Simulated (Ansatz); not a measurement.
ZnS:

```xyz
2
Lattice="0.0000 2.7020 2.7020 2.7020 0.0000 2.7020 2.7020 2.7020 0.0000" Properties=species:S:1:pos:R:3 pbc="T T T"
Zn    4.0530    4.0530    4.0530
S     0.0000    0.0000    0.0000
```

Base run:

| Quantity | Value |
| --- | --- |
| Program | Ansatz 0.2.0 |
| Functional | HSE06 form with a typed share of exact exchange |
| Potentials or basis | Ansatz PAW |
| Cutoff | 420 eV |
| Density cutoff | 1680 eV |
| k mesh | 5 × 5 × 5 |
| Occupations | fermi-dirac, width 0.05 eV |
| Spin | no spin polarisation |

Its results: band gap on the k mesh 2.69 eV, direct.

Question: The run is repeated on the same cell with these changes: functional from HSE06 form with a typed share of exact exchange to HISS. What comes out?

Answer: Band gap on the k mesh 3.88 eV, direct.

Caveats: odd divisions of the mesh miss points on the zone boundary, where band edges often lie, so the gap on the mesh can be too wide (some runs).

Not every run made on this cell is shown here.
